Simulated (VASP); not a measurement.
Here is a VASP 6.6.1 calculation.

The input INCAR:

```
SYSTEM = LiH
ALGO = Normal
EDIFF = 1E-6
ENCUT = 520
GGA = PS
ISIF = 2
ISMEAR = 0
LASPH = .True.
LCHARG = .False.
LREAL = .False.
LWAVE = .False.
NBANDS = 9
NELM = 60
PREC = Accurate
SIGMA = 0.01
```

Contents of KPOINTS:

```
k-points
0
Gamma
  8 8 8
  0 0 0
```

The input POSCAR:

```
LiH
1.0
    2.5016587118      0.0000000000      0.0000000000
    0.0000000000      2.5016587118      0.0000000000
    0.0000000000      0.0000000000      2.5016587118
Li H
1 1
Direct
    0.0000000000      0.0000000000      0.0000000000
    0.5000000000      0.5000000000      0.5000000000
```

Potentials or basis: VASP PAW PBE potentials, release 64 (Li_sv, H).

Command:

```console
$ cat potpaw_PBE.64/Li_sv/POTCAR potpaw_PBE.64/H/POTCAR > POTCAR
$ mpirun -np 1 vasp_std > vasp.out
```

Task: What does it give for the band gap on the k mesh?

Result: 0.47 eV, indirect (least direct gap 4.02 eV).

 A k mesh can miss the band edges.
